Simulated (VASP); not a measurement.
Wanted: the native input for a VASP 6.6.1 run.

| Item | Value |
| --- | --- |
| Task | relaxation of cell and atoms |
| Functional | PBE |
| Potentials or basis | VASP PAW PBE potentials, release 64 (Zn, Ge_d, N) |
| Cutoff | 520 eV |
| k mesh | 4 × 4 × 2 |
| Occupations | gaussian, width 0.15 eV |
| Spin | no spin polarisation |
| Further INCAR settings | PREC = Normal; ALGO = Fast; EDIFF = 0.0001; IBRION = 2; EDIFFG = -0.08; NSW = 24; ISIF = 3 |

The structure of ZnGe2N2 lies in POSCAR:

```
ZnGe2N2
1.0
    3.7472573500      0.0000000000      0.0000000000
   -1.8736286700      3.2452200600      0.0000000000
    0.0000000000      0.0000000000      6.4858799000
Zn Ge N
1 2 2
Direct
    0.6666666700      0.3333333300      0.5000000000
    0.3333333300      0.6666666700      0.8274786400
    0.3333333300      0.6666666700      0.1725213600
    0.3333333300      0.6666666700      0.5000000000
    0.0000000000      0.0000000000      0.0000000000
```

The cell was built by a generator and needn't be a form met in nature.

These files were run (other wordings do the same):

INCAR

```
ALGO     = Fast           # electronic algorithm
EDIFF    = 1E-4           # SCF threshold, eV
EDIFFG   = -0.08          # ionic threshold
ENCUT    = 520            # plane-wave cutoff, eV
GGA      = PE             # functional
IBRION   = 2              # ionic algorithm
ISIF     = 3              # what is computed and relaxed
ISMEAR   = 0              # smearing method
LASPH    = True           # aspherical terms in the spheres
LCHARG   = False          # write CHGCAR
LREAL    = False          # projectors in reciprocal space
LWAVE    = False          # write WAVECAR
NELM     = 60             # most SCF steps
NSW      = 24             # ionic steps
PREC     = Normal         # precision mode
SIGMA    = 0.15           # smearing width, eV
```

KPOINTS

```
k-points
0
Gamma
  4 4 2
```

Potentials or basis: VASP PAW PBE potentials, release 64 (Zn, Ge_d, N).

The run is started by

```console
$ cat potpaw_PBE.64/Zn/POTCAR potpaw_PBE.64/Ge_d/POTCAR potpaw_PBE.64/N/POTCAR > POTCAR
$ mpirun -np 1 vasp_std > vasp.out
```

It gave:

- Relaxed volume: 14.11 Å³/atom
- Relaxed cell: a = 3.341 Å, b = 3.341 Å, c = 7.298 Å, α = 90.00°, β = 90.00°, γ = 120.00°
- Space group after relaxing (to 0.05 Å): P-6m2 (No. 187)
- Energy gained by relaxing: 331.3 meV/atom
- Ionic steps: 9
- Pressure after relaxing: -0.3 GPa
- Band gap on the k mesh: none (metal or under the smearing width)

Caveat: the k mesh is coarse (spacing up to 0.48 Å⁻¹), so the values aren't converged.

Wall time 38 s on 1 thread of Intel(R) Xeon(R) 6975P-C (Granite Rapids) (shared host), peak memory 0.16 GiB.
